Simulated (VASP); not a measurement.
# SnTe (Fm-3m) in VASP: single point with PBEsol

Aim: the single point of SnTe with PBEsol.

Everything below comes from runs of VASP 6.6.1. Logs are shortened: lines on timing, memory, paths and dates and some standing lists are left out, and cuts for length are marked.

**The experiment to reproduce.**

A printed reference work, textbook reports, for a bulk crystal of SnTe at 300 K: band gap 0.18 eV (direct).

How close the calculation comes is told below.

## Step 1: The cell of the first run

Symmetry: Fm-3m, No. 225, cubic system. The conventional cell has a = 6.379 Å, b = 6.379 Å, c = 6.379 Å, α = 90.00°, β = 90.00°, γ = 90.00°. Within 4.2 Å of Sn (site symmetry m-3m) lie 6 Te at 3.19 Å. Te (site symmetry m-3m) has 6 Sn at 3.19 Å within 4.2 Å.

## Step 2: Single point, PBEsol

Input file INCAR:

```
ALGO = Normal
EDIFF = 1E-6
ENCUT = 520
GGA = PS
ISIF = 2
ISMEAR = -1
LASPH = T
LCHARG = T
LELF = T
LREAL = F
LVHAR = T
LWAVE = F
NBANDS = 17
NELM = 80
PREC = Accurate
SIGMA = 0.02
```

Input file KPOINTS:

```
k-points
0
Gamma
  6 6 6
```

Input file POSCAR:

```
SnTe
1.0
    0.0000000000      3.1893545757      3.1893545757
    3.1893545757      0.0000000000      3.1893545757
    3.1893545757      3.1893545757      0.0000000000
Sn Te
1 1
Direct
    0.0000000000      0.0000000000      0.0000000000
    0.5000000000      0.5000000000      0.5000000000
```

Potentials or basis: VASP PAW PBE potentials, release 64 (Sn_d, Te).

Command:

```sh
$ cat potpaw_PBE.64/Sn_d/POTCAR potpaw_PBE.64/Te/POTCAR > POTCAR
$ mpirun -np 1 vasp_std > vasp.out
```

OUTCAR:

```text
EDIFF = 1E-6
   ENCUT = 520
   GGA = PS
   ISIF = 2
   ISMEAR = -1
   LASPH = T
   LREAL = F
   NELM = 80
   PREC = Accurate

 ion  position               nearest neighbor table
   1  0.000  0.000  0.000-   2 3.19   2 3.19   2 3.19   2 3.19   2 3.19   2 3.19
   2  0.500  0.500  0.500-   1 3.19   1 3.19   1 3.19   1 3.19   1 3.19   1 3.19

  LATTYP: Found a face centered cubic cell.
 ALAT       =     6.3787091514

  Lattice vectors:

 A1 = (   0.0000000000,   3.1893545757,   3.1893545757)
 A2 = (   3.1893545757,   0.0000000000,   3.1893545757)
 A3 = (   3.1893545757,   3.1893545757,   0.0000000000)

Analysis of symmetry for initial positions (statically):
=====================================================================
 Subroutine PRICEL returns:
 Original cell was already a primitive cell.

 Routine SETGRP: Setting up the symmetry group for a
 face centered cubic supercell.

 Subroutine GETGRP returns: Found 48 space group operations
 (whereof 48 operations were pure point group operations)
 out of a pool of 48 trial point group operations.

The static configuration has the point symmetry O_h .

Analysis of symmetry for dynamics (positions and initial velocities):
=====================================================================
 Subroutine PRICEL returns:
 Original cell was already a primitive cell.

 Routine SETGRP: Setting up the symmetry group for a
 face centered cubic supercell.

 Subroutine GETGRP returns: Found 48 space group operations
 (whereof 48 operations were pure point group operations)
 out of a pool of 48 trial point group operations.

The dynamic configuration has the point symmetry O_h .

 Subroutine INISYM returns: Found 48 space group operations
 (whereof 48 operations are pure point group operations),
 and found     1 'primitive' translations

----------------------------------------------------------------------------------------

                                     Primitive cell

  volume of cell :      64.8841

  direct lattice vectors                    reciprocal lattice vectors
     0.000000000  3.189354576  3.189354576    -0.156771531  0.156771531  0.156771531
     3.189354576  0.000000000  3.189354576     0.156771531 -0.156771531  0.156771531
[... 69 lines left out ...]
   ICHARG =      2    charge: 1-file 2-atom 10-const
   ISPIN  =      1    spin polarized calculation?
   LNONCOLLINEAR =      F non collinear calculations
   LSORBIT =      F    spin-orbit coupling
   LASPH  =      T    aspherical Exc in radial PAW
   ENCUT  =  520.0 eV  38.22 Ry    6.18 a.u.   8.39  8.39  8.39*2*pi/ulx,y,z
   NELM   =     80;   NELMIN=  2; NELMDL= -5     # of ELM steps
   EDIFF  = 0.1E-05   stopping-criterion for ELM
   LREAL  =      F    real-space projection
   EDIFFG = 0.1E-04   stopping-criterion for IOM
   NSW    =      0    number of steps for IOM
   IBRION =     -1    ionic relax: 0-MD 1-quasi-New 2-CG
   NFREE  =      0    steps in history (QN), initial steepest desc. (CG)
   ISIF   =      2    stress and relaxation
   ISYM   =      2    0-nonsym 1-usesym 2-fastsym
   POTIM  = 0.5000    time-step for ionic-motion
   TEBEG  =    0.0;   TEEND  =   0.0 temperature during run
   PSTRESS=    0.0 pullay stress
   NELECT =      20.0000    total number of electrons
   NUPDOWN=      -1.0000    fix difference up-down
   EMIN   =  10.00;   EMAX   =-10.00  energy-range for DOS
   EFERMI =   0.00;   METHOD = LEGACY
   ISMEAR =    -1;   SIGMA  =   0.02  broadening in eV -4-tet -1-fermi 0-gaus
   EFERMI_NEDOS =   21; number of points for ismear=-14 and -15
   IALGO  =     38    algorithm
   IMIX   =      4    mixing-type and parameters
     AMIX     =   0.40;   BMIX     =  1.00
     AMIX_MAG =   1.60;   BMIX_MAG =  1.00
  volume/ion in A,a.u.               =      32.44       218.93
  Fermi-wavevector in a.u.,A,eV,Ry     =   1.105873  2.089797 16.639322  1.222956
  Thomas-Fermi vector in A             =   2.242366
   LORBIT       =      0    0 simple, 1 ext, 2 COOP (PROOUT), +10 PAW based schemes
   GGA     = PS    functional components
   LHFCALC =     F    Hartree Fock is set to
   AEXX    =    0.0000 exact exchange contribution
   IVDW    =     0    specifies the selected vdW correction
   LEPSILON=     F    determine dielectric tensor
   LRPA    =     F    only Hartree local field effects (RPA)
 non-spin polarized calculation
  energy-cutoff  :      520.00
  volume of cell :       64.88
 maximum number of plane-waves:      1807
 NGX is ok and might be reduce to    36
   NGX = 17   NGY = 17   NGZ = 17

 number of electron      20.0000002 magnetization

 Free energy of the ion-electron system (eV)
  ---------------------------------------------------
  ext. energy  EPLUGINS =         0.00000000
  ---------------------------------------------------
  free energy    TOTEN  =        -8.32432387 eV

  energy without entropy =       -8.32344114  energy(sigma->0) =       -8.32388250

 E-fermi :   6.3424     XC(G=0):  -9.4956

 val. band max:        6.3237995387   @ k =   0.5000   0.0000   0.0000
 cond. band min:       6.3609679041   @ k =   0.5000   0.0000   0.0000
 fundamental gap:      0.0371683654
 Fermi energy:         6.3423837214

 k-point     1 :       0.0000    0.0000    0.0000
  band No.  band energies     occupation
      1     -15.4259      2.00000
      2     -15.4259      2.00000
      3     -15.4207      2.00000
      4     -15.4207      2.00000
      5     -15.4207      2.00000
      6      -6.2030      2.00000
[... 297 lines left out ...]
      4     -15.4145      2.00000
      5     -15.4112      2.00000
      6      -4.6775      2.00000
[... 9 lines left out ...]
     16      16.2785      0.00000
     17      17.4916      0.00000

------------------------ aborting loop because EDIFF is reached ----------------------------------------

  FORCE on cell =-STRESS in cart. coord.  units (eV):
  Direction    XX          YY          ZZ          XY          YZ          ZX
  --------------------------------------------------------------------------------------
  -------------------------------------------------------------------------------------
  Total       -0.7712284     -0.7712284     -0.7712284     -0.0000000      0.0000000     -0.0000000
  in kB      -19.0438689    -19.0438689    -19.0438689     -0.0000000      0.0000000     -0.0000000
  external PRESSURE =     -19.0438689 kB  Pullay stress =       0.0000000 kB

 VOLUME and BASIS-vectors are now :
 -----------------------------------------------------------------------------
  energy-cutoff  :      520.00
  volume of cell :       64.88
      direct lattice vectors                 reciprocal lattice vectors
     0.000000000  3.189354576  3.189354576    -0.156771531  0.156771531  0.156771531
     3.189354576  0.000000000  3.189354576     0.156771531 -0.156771531  0.156771531
     3.189354576  3.189354576  0.000000000     0.156771531  0.156771531 -0.156771531

 POSITION                                       TOTAL-FORCE (eV/Angst)
 -----------------------------------------------------------------------------------
      0.00000      0.00000      0.00000         0.000000      0.000000      0.000000
      3.18935      3.18935      3.18935         0.000000      0.000000      0.000000
 -----------------------------------------------------------------------------------
    total drift:                               -0.000000      0.000000      0.000000

  FREE ENERGIE OF THE ION-ELECTRON SYSTEM (eV)
  ---------------------------------------------------
  free  energy   TOTEN  =        -8.3243238677 eV

  energy  without entropy=       -8.3234411363  energy(sigma->0) =       -8.32388250
```

Wall time 17 s (1 thread of Intel Xeon Platinum 8375C at 2.90GHz (Ice Lake), shared host); peak memory 0.18 GiB.

What came out:

- Free energy: -8.3243 eV
- Pressure: -1.9 GPa
- Band gap on the k mesh: 0.04 eV, direct

Caveat: the PAW data sets were made with another functional, which shifts forces and pressure a little; spin-orbit coupling is left out, which moves the levels of the heavy elements.

## Step 3: Comparison with measurements

Step 2. A measured gap of SnTe is 0.18 eV (direct; 300 K; a printed reference work, textbook); the calculated 0.04 eV misses it by -0.14 eV. Spin-orbit coupling on Sn, Te is left out. The value is that of PBEsol on a finite k mesh, which can miss the band edges, without temperature or zero-point motion. Semilocal functionals fall short of measured gaps as a rule.
